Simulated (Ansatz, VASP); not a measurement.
# ZnSe: VASP beside Ansatz

Aim: how closely do two programs agree when they are given the same cell, functional and k mesh? Of the first pair: The cell is taken from a series of runs on this material, whose earlier steps may have relaxed, scaled, displaced or heated it; both programs get it as it stands.

Program: Ansatz 0.2.0. Level of theory: plane waves, with VASP 6.6.1 beside it; relaxation of cell and atoms at PBEsol and single point at PBEsol. Results are calculated unless marked as measured.

## Step 1: The structure

The structure is cubic, space group F-43m (No. 216). Conventional cell: a = 5.633 Å, b = 5.633 Å, c = 5.633 Å, α = 90.00°, β = 90.00°, γ = 90.00°. Nearest to Se lie 4 Zn at 2.44 Å. Nearest to Zn lie 4 Se at 2.44 Å. Farther neighbours and most contacts between anions are not listed.

As a file:

```xyz
2
Lattice="0.0000 2.8166 2.8166 2.8166 0.0000 2.8166 2.8166 2.8166 0.0000" Properties=species:S:1:pos:R:3 pbc="T T T"
Se    4.2250    4.2250    4.2250
Zn    0.0000    0.0000    0.0000
```

## Step 2: VASP: relaxation of cell and atoms, PBEsol

The relaxed volume is the usual yardstick between codes: in a stiff, nearly cubic crystal its relative difference is about their pressure difference at one cell divided by the bulk modulus.

Lines of VASP's logs that name or quote its potential files are left out, and so is its time.

INCAR

```
SYSTEM = ZnSe
PREC = Accurate
ENCUT = 500
EDIFF = 1E-07
NELM = 120
ISMEAR = -1
SIGMA = 0.02
LREAL = .FALSE.
ALGO = Normal
GGA = PS
NBANDS = 15
LORBIT = 11
LWAVE = .FALSE.
LCHARG = .FALSE.
ISIF = 3
IBRION = 2
NSW = 80
EDIFFG = -0.005
LASPH = .TRUE.
GGA_COMPAT = .FALSE.
NELMIN = 4
EFERMI = MIDGAP
```

POSCAR

```
ZnSe
1.0
    0.0000000000      2.8166440100      2.8166440100
    2.8166440100      0.0000000000      2.8166440100
    2.8166440100      2.8166440100      0.0000000000
Se Zn
1 1
Direct
    0.7500000000      0.7500000000      0.7500000000
    0.0000000000      0.0000000000      0.0000000000
```

KPOINTS

```
Automatic mesh
0
Gamma
9 9 9
0 0 0
```

Potentials, in the order of the species: Se and Zn (PBE family, release 64).

Command:

```sh
$ mpirun -np 1 vasp_std
```

Numbers of over 12 decimals in the logs are rounded to 6 here.

The program printed:

```text
[banner, memory and clock lines left out]
running    1 mpi-ranks, on    1 nodes
 distrk:  each k-point on    1 cores,    1 groups
 distr:  one band on    1 cores,    1 groups

 POSCAR found type information on POSCAR SeZn
 POSCAR found :  2 types and       2 ions
|                                                                             |
|               ----> ADVICE to this user running VASP <----                  |
|                                                                             |
|     You enforced a specific xc type in the INCAR file but a different       |
|     [... a line on the potential file left out ...]
|     I HOPE YOU KNOW WHAT YOU ARE DOING!                                     |
|                                                                             |

 LDA part: xc-table for (Slater+PW92), standard interpolation
 POSCAR, INCAR and KPOINTS ok, starting setup
 FFT: planning ... GRIDC
 FFT: planning ... GRID_SOFT
 FFT: planning ... GRID
 WAVECAR not read
 entering main loop
       N       E                     dE             d eps       ncg     rms          rms(c)
DAV:   1     0.872664782386E+02    0.87266E+02   -0.87048E+03  1050   0.135E+03
DAV:   2    -0.166594337031E+01   -0.88932E+02   -0.84231E+02  1183   0.260E+02
DAV:   3    -0.703405766320E+01   -0.53681E+01   -0.53470E+01  1288   0.628E+01
DAV:   4    -0.707821644832E+01   -0.44159E-01   -0.44154E-01  1260   0.622E+00
DAV:   5    -0.707842802595E+01   -0.21158E-03   -0.21158E-03  1351   0.387E-01    0.483E+00
DAV:   6    -0.679518086129E+01    0.28325E+00   -0.67343E-01  1343   0.292E+01    0.375E+00
DAV:   7    -0.677627134464E+01    0.18910E-01   -0.17790E-01  1169   0.416E+00    0.163E+00
DAV:   8    -0.677371796056E+01    0.25534E-02   -0.41361E-03  1418   0.689E-01    0.437E-01
DAV:   9    -0.677351200789E+01    0.20595E-03   -0.84501E-04  1281   0.324E-01    0.659E-02
DAV:  10    -0.677356955318E+01   -0.57545E-04   -0.21355E-04  1249   0.185E-01    0.237E-02
DAV:  11    -0.677355764593E+01    0.11907E-04   -0.37906E-05  1465   0.913E-02    0.397E-03
DAV:  12    -0.677355795463E+01   -0.30870E-06   -0.60880E-06  1197   0.178E-02    0.214E-03
DAV:  13    -0.677355806851E+01   -0.11388E-06   -0.24370E-07  1225   0.401E-03    0.870E-04
DAV:  14    -0.677355805876E+01    0.97552E-08   -0.15917E-08   784   0.111E-03
   1 F= -.67735581E+01 E0= -.67735581E+01  d E =-.677356E+01
 curvature:   0.00 expect dE= 0.000E+00 dE for cont linesearch  0.000E+00
 trial: gam= 0.00000 g(F)=  0.166E-46 g(S)=  0.434E-03 ort = 0.000E+00 (trialstep = 0.100E+01)
 search vector abs. value=  0.434E-03
 bond charge predicted
       N       E                     dE             d eps       ncg     rms          rms(c)
DAV:   1    -0.677965082670E+01   -0.60928E-02   -0.69456E-02  1302   0.534E+00    0.545E-01
DAV:   2    -0.677449422162E+01    0.51566E-02   -0.16039E-02  1302   0.334E+00    0.199E-01
DAV:   3    -0.677387067430E+01    0.62355E-03   -0.58324E-04  1120   0.223E-01    0.956E-02
DAV:   4    -0.677371184132E+01    0.15883E-03   -0.92607E-05  1309   0.122E-01    0.368E-02
DAV:   5    -0.677369237181E+01    0.19470E-04   -0.21966E-05  1552   0.773E-02    0.324E-03
DAV:   6    -0.677369272437E+01   -0.35256E-06   -0.50178E-06  1141   0.258E-02    0.320E-03
DAV:   7    -0.677369309990E+01   -0.37554E-06   -0.46430E-07  1141   0.144E-02    0.179E-03
DAV:   8    -0.677369300188E+01    0.98020E-07   -0.13641E-07   581   0.808E-03
   2 F= -.67736930E+01 E0= -.67736930E+01  d E =-.134943E-03
 trial-energy change:   -0.000135  1 .order   -0.000141   -0.000434    0.000152
 step:   0.7286(harm=  0.7406)  dis= 0.00000  next Energy=    -6.773714 (dE=-0.156E-03)
 bond charge predicted
       N       E                     dE             d eps       ncg     rms          rms(c)
DAV:   1    -0.677415249492E+01   -0.45940E-03   -0.50988E-03  1302   0.144E+00    0.148E-01
DAV:   2    -0.677377092193E+01    0.38157E-03   -0.12146E-03  1302   0.952E-01    0.537E-02
DAV:   3    -0.677372596998E+01    0.44952E-04   -0.43532E-05  1128   0.681E-02    0.259E-02
DAV:   4    -0.677371466227E+01    0.11308E-04   -0.75314E-06  1309   0.352E-02    0.101E-02
DAV:   5    -0.677371331739E+01    0.13449E-05   -0.16692E-06  1561   0.216E-02    0.850E-04
DAV:   6    -0.677371330767E+01    0.97230E-08   -0.37550E-07   959   0.717E-03
   3 F= -.67737133E+01 E0= -.67737133E+01  d E =-.155249E-03
 curvature:  -0.37 expect dE=-0.448E-07 dE for cont linesearch -0.448E-07
 trial: gam= 0.00000 g(F)=  0.494E-46 g(S)=  0.121E-06 ort =-0.725E-05 (trialstep = 0.946E+00)
 search vector abs. value=  0.121E-06
 reached required accuracy - stopping structural energy minimisation
```

From OUTCAR (step 2):

```text
ion  position               nearest neighbor table
   1  0.750  0.750  0.750-   2 2.44   2 2.44   2 2.44   2 2.44
   2  0.000  0.000  0.000-   1 2.44   1 2.44   1 2.44   1 2.44

  LATTYP: Found a face centered cubic cell.
 ALAT       =     5.6332880200

 Subroutine GETGRP returns: Found 24 space group operations
 (whereof 24 operations were pure point group operations)

The static configuration has the point symmetry T_d .

 Found     35 irreducible k-points:

   k-points           NKPTS =     35   k-points in BZ     NKDIM =     35   number of bands    NBANDS=     15

   dimension x,y,z NGX =    30 NGY =   30 NGZ =   30
   dimension x,y,z NGXF=    60 NGYF=   60 NGZF=   60

   ENCUT  =  500.0 eV  36.75 Ry    6.06 a.u.   7.26  7.26  7.26*2*pi/ulx,y,z

   NELECT =      18.0000    total number of electrons

 k-points in reciprocal lattice and weights: Automatic mesh
   0.00000000  0.00000000  0.00000000       0.001
   0.11111111  0.00000000  0.00000000       0.011
   0.22222222  0.00000000  0.00000000       0.011
   0.33333333  0.00000000  0.00000000       0.011
   0.44444444  0.00000000  0.00000000       0.011
   0.11111111  0.11111111  0.00000000       0.008
   0.22222222  0.11111111  0.00000000       0.033
   0.33333333  0.11111111  0.00000000       0.033
   0.44444444  0.11111111  0.00000000       0.033
[...]
-0.33333333  0.44444444  0.11111111       0.033
  -0.33333333  0.44444444  0.22222222       0.033

 average (electrostatic) potential at core
       1 -55.8441       2 -36.8438

 E-fermi :   2.2235

 k-point     1 :       0.0000    0.0000    0.0000
  band No.  band energies     occupation
    ...
      5      -4.6142      2.00000
      6      -4.6142      2.00000
      7       1.6099      2.00000
      8       1.6099      2.00000
      9       1.6099      2.00000
     10       2.8372      0.00000
     11       7.3371      0.00000
     12       7.3371      0.00000
     13       7.3371      0.00000
     14      11.4031      0.00000
    ...

 k-point     2 :       0.1111    0.0000    0.0000
  band No.  band energies     occupation
    ...
      5      -4.6155      2.00000
      6      -4.6155      2.00000
      7       0.4489      2.00000
      8       1.4826      2.00000
      9       1.4826      2.00000
     10       3.7298      0.00000
     11       7.2612      0.00000
     12       7.5494      0.00000
     13       7.5494      0.00000
     14      12.1509      0.00000
    ...

 k-point     3 :       0.2222    0.0000    0.0000
  band No.  band energies     occupation
    ...
      5      -4.6154      2.00000
      6      -4.6154      2.00000
      7      -1.1349      2.00000
      8       1.1933      2.00000
      9       1.1933      2.00000
     10       4.2852      0.00000
     11       7.8208      0.00000
     12       7.9229      0.00000
     13       7.9229      0.00000
     14      11.9252      0.00000
    ...

  Total       -0.0012949     -0.0012949     -0.0012949      0.0000000      0.0000000      0.0000000
  in kB       -0.0462334     -0.0462334     -0.0462334      0.0000000      0.0000000      0.0000000
  external PRESSURE =      -0.0462334 kB  Pullay stress =       0.0000000 kB

  energy-cutoff  :      500.00
  volume of cell :       44.87
      direct lattice vectors                 reciprocal lattice vectors
    -0.000000000  2.820475748  2.820475748    -0.177275057  0.177275057  0.177275057
     2.820475748 -0.000000000  2.820475748     0.177275057 -0.177275057  0.177275057
     2.820475748  2.820475748  0.000000000     0.177275057  0.177275057 -0.177275057

 POSITION                                       TOTAL-FORCE (eV/Angst)
 -----------------------------------------------------------------------------------
      4.23071      4.23071      4.23071         0.000000      0.000000      0.000000
      0.00000      0.00000      0.00000        -0.000000     -0.000000     -0.000000
 -----------------------------------------------------------------------------------
    total drift:                                0.000000      0.000000      0.000000

  FREE ENERGIE OF THE ION-ELECTRON SYSTEM (eV)
  ---------------------------------------------------
  free  energy   TOTEN  =        -6.7737133077 eV

  energy  without entropy=       -6.7737133077  energy(sigma->0) =       -6.77371331

 reached required accuracy - stopping structural energy minimisation

 total charge
# of ion       s       p       d       tot
------------------------------------------
    1        1.437   2.419   0.032   3.888
    2        0.541   0.462   9.785  10.788
--------------------------------------------------
tot          1.979   2.880   9.817  14.676

[... 3 further parts left out ...]
```

CONTCAR:

```
ZnSe
   1.00000000000000
    -0.0000000000000000    2.8204757475776230    2.8204757475776230
     2.8204757475776230   -0.0000000000000000    2.8204757475776230
     2.8204757475776230    2.8204757475776230    0.0000000000000000
  Se              Zn
     1     1
Direct
     0.7500000000000000    0.7500000000000000    0.7500000000000000
     0.0000000000000000    0.0000000000000000    0.0000000000000000
```

## Step 3: Ansatz: relaxation of cell and atoms, PBEsol

Ansatz runs on its PAW soft_1 files.

The same cell, functional, mesh and smearing now go to Ansatz.

input.yaml

```yaml
crystal:
  lattice:
    - [0.0, 2.81664401, 2.81664401]
    - [2.81664401, 0.0, 2.81664401]
    - [2.81664401, 2.81664401, 0.0]
  atoms:
    - { symbol: Se, position: [0.75, 0.75, 0.75] }
    - { symbol: Zn, position: [0.0, 0.0, 0.0] }
kpoints:
  mp_grid: { grid: [9, 9, 9] }
scf:
  occupations: { method: fermi_dirac, width: 0.02 }
hamiltonian:
  xc: pbesol
  pseudopotentials: { kind: paw, azcp: { folder: soft_1 }, xc_functional: pbe }
basis:
  ecutwfc: 600
output:
  forces: true
  stress: true
  write_density: true
  write_potential: true
  elf: true
  volumetric_format: npy
relax:
  f_tol: 0.005
  max_steps: 70
  cell: { stress_tol: 0.02, p_target: 0 }
```

Command:

```sh
$ ansatz run input.yaml --threads 4 --pin off --max-ram 10240MiB --backend cpu --events-out ev --progress --plain --runs-dir out
```

The program printed:

```text
Engine: ansatz 0.2.0, x86_64-unknown-linux-gnu
Pseudopotentials: kind: paw
Pseudopotential: Se, paw, valence charge 16, recommended cutoff 420 eV (normal), soft_1/Se.paw.azcp
Pseudopotential: Zn, paw, valence charge 12, recommended cutoff 420 eV (normal), soft_1/Zn.paw.azcp
Functional definition: PBEsol
  exchange = pbesol_x
  correlation = pbesol_c
Crystal: 2 atoms, lattice volume = 44.692 Å³
Basis set: ecut = 600 eV, 1459 PW (Γ), exchange–correlation on 64×64×64 points (8 copies of the dense FFT grid, shifted against one another)
Bands: 18, of which v1, the nominal top of the filled ones, is band 14 counted from 1 (13 counted from 0)
Symmetry: 24 space group operations
Space group: F-43m (ITA 216), of the structure as read, at distance tolerance 3.5e-5 Å
k-points: 35 of 729 (time reversal used)
Non-local potential: Se, projectors of the file, l = 0: 2, l = 1: 2, l = 2: 3, l = 3: 1
Non-local potential: Zn, projectors of the file, l = 0: 2, l = 1: 2, l = 2: 3, l = 3: 1
PAW form: soft (Blöchl's): semilocal exchange-correlation on the pseudo side does not see the compensation charge
PAW frozen core: Se, regenerated for the run's functional, and the local potential with it (the file was generated under x = pbe(κ = 0.804, μ = 0.219515), c = pbe(β = 0.066725))
PAW frozen core: Zn, regenerated for the run's functional, and the local potential with it (the file was generated under x = pbe(κ = 0.804, μ = 0.219515), c = pbe(β = 0.066725))
PAW one-centre angular grid: Se, 590 points (default); XC on 64 Gauss nodes
PAW one-centre angular grid: Zn, 590 points (default); XC on 64 Gauss nodes
Initial density: superposition of atomic densities (chi_scale 0.1, normalization cell, long waves kept (reshape's long-wave potential 0.00 eV rms))
Initial wavefunctions: pseudopotential atomic-orbital guess
Functional: x = pbesol(κ = 0.804, μ = 0.123457), c = pbesol(β = 0.046)
SCF iter   1: F=—  HF=-8706.814976 eV  |F-HF|=—  |Δ(HF+E_count)|=         —  Δρ=6.10e-2  dr2=1.04e0  ethr=3.10e-3  ⟨swp⟩=6.1  Hψ=3447  notcnv=0
preconditioner: auto → none  [insulator: Δε(μ)=1.153 eV  Ē_g=12.785 eV  σ=0.020 eV  W_gap=1.00  n_scr=14 (ndim 8)  ℏωp=23.6 eV  f_vac=0.051  D(μ)=0.00/eV (n_scr^D=0)  ε∞_Penn≈4.4]
SCF iter   2: F=—  HF=-8706.557038 eV  |F-HF|=—  |Δ(HF+E_count)|=   2.58e-1  Δρ=2.46e-2  dr2=1.80e-1  ethr=3.10e-3  ⟨swp⟩=3.0  Hψ=1449  notcnv=0
SCF iter   3: F=—  HF=-8706.474753 eV  |F-HF|=—  |Δ(HF+E_count)|=   8.23e-2  Δρ=1.23e-2  dr2=3.45e-2  ethr=6.44e-4  ⟨swp⟩=2.0  Hψ=1331  notcnv=0
SCF iter   4: F=—  HF=-8706.467870 eV  |F-HF|=—  |Δ(HF+E_count)|=   6.88e-3  Δρ=3.07e-3  dr2=2.40e-3  ethr=1.23e-4  ⟨swp⟩=2.0  Hψ=1322  notcnv=0
SCF iter   5: F=—  HF=-8706.468393 eV  |F-HF|=—  |Δ(HF+E_count)|=   5.23e-4  Δρ=1.12e-3  dr2=4.01e-4  ethr=8.55e-6  ⟨swp⟩=2.0  Hψ=1093  notcnv=0
SCF iter   6: F=—  HF=-8706.468486 eV  |F-HF|=—  |Δ(HF+E_count)|=   9.34e-5  Δρ=1.11e-4  dr2=3.07e-6  ethr=1.43e-6  ⟨swp⟩=2.0  Hψ=1253  notcnv=0
SCF iter   7: F=—  HF=-8706.468486 eV  |F-HF|=—  |Δ(HF+E_count)|=   5.04e-7  Δρ=3.01e-5  dr2=4.08e-7  ethr=1.09e-8  ⟨swp⟩=2.0  Hψ=1120  notcnv=0
SCF iter   8: F=-8706.468485 eV  HF=-8706.468485 eV  |F-HF|=3.91e-8  |Δ(HF+E_count)|=   1.73e-7  Δρ=1.35e-5  dr2=4.35e-8  ethr=3.57e-10  ⟨swp⟩=8.6  Hψ=4814  notcnv=0
SCF 1 converged in 8 iterations: F = -8706.468485 eV  dr2 = 4.35e-8
  greatest PAW one-centre occupation: 1.000 electrons in one spin orbital (limit 2), on the Se atom at site 0 (counted from 0), in its partial waves of l = 2
relax step   1: F+E_penalty+E_count = -8706.46848539 eV  Δ(F+E_penalty+E_count) = +0.000e0 eV  max|allowed force component| = 1.266e-16 eV/Å  Δτ_max = 0.0000 Å  P = +0.009 GPa  Ω = 44.692 Å³  (8 SCF iters, dr2 threshold 1.00e-7 eV, accepted)
Initial density: handed on by an earlier stage of this run
Initial wavefunctions: pseudopotential atomic-orbital guess (no wavefunctions were taken with the density)
iter 1 solved again at ethr=7.53e-8 eV; its pass at ethr=3.10e-3 eV (dr2=2.11e-5 eV) is discarded
SCF iter   1: F=—  HF=-8706.468485 eV  |F-HF|=—  |Δ(HF+E_count)|=         —  Δρ=1.34e-5  dr2=4.35e-8  ethr=7.53e-8  ⟨swp⟩=3.4  Hψ=5420  notcnv=0
preconditioner: auto → none  [insulator: Δε(μ)=1.237 eV  Ē_g=11.935 eV  σ=0.020 eV  W_gap=1.00  n_scr=14 (ndim 8)  ℏωp=23.6 eV  f_vac=0.103  D(μ)=0.00/eV (n_scr^D=0)  ε∞_Penn≈4.9]
SCF iter   2: F=—  HF=-8706.468485 eV  |F-HF|=—  |Δ(HF+E_count)|=   2.91e-8  Δρ=4.62e-6  dr2=8.05e-9  ethr=1.55e-10  ⟨swp⟩=2.1  Hψ=1123  notcnv=0
SCF iter   3: F=—  HF=-8706.468485 eV  |F-HF|=—  |Δ(HF+E_count)|=   4.63e-9  Δρ=2.62e-6  dr2=1.33e-9  ethr=2.88e-11  ⟨swp⟩=2.0  Hψ=910  notcnv=0
SCF iter   4: F=—  HF=-8706.468485 eV  |F-HF|=—  |Δ(HF+E_count)|=  7.09e-11  Δρ=4.36e-7  dr2=8.46e-11  ethr=4.76e-12  ⟨swp⟩=2.0  Hψ=822  notcnv=0
SCF iter   5: F=—  HF=-8706.468485 eV  |F-HF|=—  |Δ(HF+E_count)|=  2.55e-11  Δρ=8.28e-8  dr2=4.01e-12  ethr=1.00e-12  ⟨swp⟩=2.3  Hψ=1125  notcnv=0
SCF iter   6: F=-8706.468485 eV  HF=-8706.468485 eV  |F-HF|=1.82e-12  |Δ(HF+E_count)|=    0.00e0  Δρ=1.40e-8  dr2=9.30e-14  ethr=1.00e-12  ⟨swp⟩=5.5  Hψ=2571  notcnv=0
SCF 2 converged in 6 iterations: F = -8706.468485 eV  dr2 = 9.30e-14
relax step   2: F+E_penalty+E_count = -8706.46848542 eV  Δ(F+E_penalty+E_count) = -2.698e-8 eV  max|allowed force component| = 1.087e-16 eV/Å  Δτ_max = 0.0000 Å  P = +0.010 GPa  Ω = 44.692 Å³  stress off target by 9.72e-3 GPa  SCF on the basis re-selected at this cell (its energy is not comparable with the rows above)  (6 SCF iters)
basis re-selected at this cell: Δ(F+E_penalty+E_count) = -2.698e-8 eV, ΔP = +0.000 GPa vs the last step (what re-selecting the basis moved, of the pressure what is left beyond the Pulay correction that the steps carried, after the strain that the cell walked since its last selection, with what the two solves' SCF thresholds leave and, on support functions, any second-order correction that the steps lacked; it is no m [...]
SCF converged after 6 iterations
Free energy (F): -8706.468485 eV
Harris-Foulkes:  -8706.468485 eV  (|F-HF|=1.82e-12)
Internal energy: -8706.468485 eV  (E = F + TS)
E sigma→0 (E₀):  -8706.468485 eV
Fermi energy:    7.285034 eV
--- Per-component energies (eV) ---
  E_band       = -387.489048
  E_kinetic    = 258.579477
  E_local      = -4815.288235  (includes V_loc(G=0)·N_el)
  E_nonlocal   = 469.426465
  E_hartree    = 2225.895400
  E_xc         = -162.244104
  E_vxc        = -141.599854  (∫ρ·V_xc dr)
  E_paw        = -3947.127376  (= ΣΔE_a)
  E_vpaw       = -610.397713  (= ΣTr[D̂ρ^β])
  E_aug_tail   = 0.000007  (compensation charges beyond the density's cutoff)
  E_ewald      = -2737.515926
  E_core_change = 1.805808  (= ΣΔE_core)
  E_smearing   = -0.000000  (= −TS)
  E_closure    = -0.000000  (closes the sum)
  Σ components = -8706.468485   (vs F -8706.468485, Δ=0.00e0)
--- Forces (eV/Å), atoms counted from 1 ---
  atom   1  Se     0.00000000    -0.00000000    -0.00000000
  atom   2  Zn    -0.00000000     0.00000000     0.00000000
  max |Σ_I F_I| component: 1.90e-16 eV/Å
--- Stress (GPa, compression-positive) ---
        0.009719       0.000000       0.000000
       -0.000000       0.009719       0.000000
       -0.000000       0.000000       0.009719
  P = ⅓ Tr σ = 0.0097 GPa (0.097 kbar)
--- Band table (eV; the first three rows and the last of 35) ---
  k-point 0: bands = [... 10 lower, 0.4148, 6.6555, 6.6555, 6.6555, 7.8924, 12.3934, 12.3934, 12.3934]
  k-point 1: bands = [... 10 lower, 0.4134, 5.4944, 6.5275, 6.5275, 8.7833, 12.3141, 12.6063, 12.6063]
  k-point 2: bands = [... 10 lower, 0.4135, 3.9057, 6.2367, 6.2367, 9.3386, 12.8703, 12.9808, 12.9808]
  k-point 34: bands = [... 10 lower, 0.6968, 1.8738, 3.6526, 4.1928, 11.8255, 12.0963, 13.3642, 15.0019]
--- Relaxed structure (1 steps of the walk, 1 accepted, 1 SCFs on fresh bases) ---
  F+E_penalty+E_count = -8706.46848542 eV   max|allowed force component| = 1.087e-16 eV/Å   (the final SCF, on the basis selected at the relaxed cell)
  cell:  # Å, volume = 44.6916 Å³
    - [0.0, 2.81664401, 2.81664401]
    - [2.81664401, 0.0, 2.81664401]
    - [2.81664401, 2.81664401, 0.0]
  atoms:
    - { symbol: Se, position: [0.750000, 0.750000, 0.750000] }
    - { symbol: Zn, position: [0.0, 0.0, 0.0] }
```

## Step 4: Differences

Known differences besides the potentials themselves: the data sets hold 28 valence electrons in Ansatz (on its PAW soft_1 files) and 18 in VASP; the cutoff is 600 eV in Ansatz and 500 eV in VASP; Ansatz makes its cores anew for this functional, VASP keeps those of its PBE data sets; Ansatz adds a Pulay correction to the stress that steers its cell, VASP none. Total energies have different zeros and are not compared.

Compared:

```
                                         quantity  Ansatz   VASP  difference
                                      volume (Å³)   44.69  44.87     -0.41 %
edge a after relaxation, in the typed setting (Å)   3.983  3.989     -0.14 %
```

[end of part 1 of 2]

[Lines on the potential files, build, host, timing and source positions are cut from VASP's logs without a mark.]

[Logs are printed without paths, hosts, clocks, repeated set-up lines and the standing remarks that a program may print on its own settings, such as how far it seeks lower states.]

[Hosts, paths, dates, database ids (printed as entryN), source tags and the programs' standing remarks are cut or masked in the printed files.]
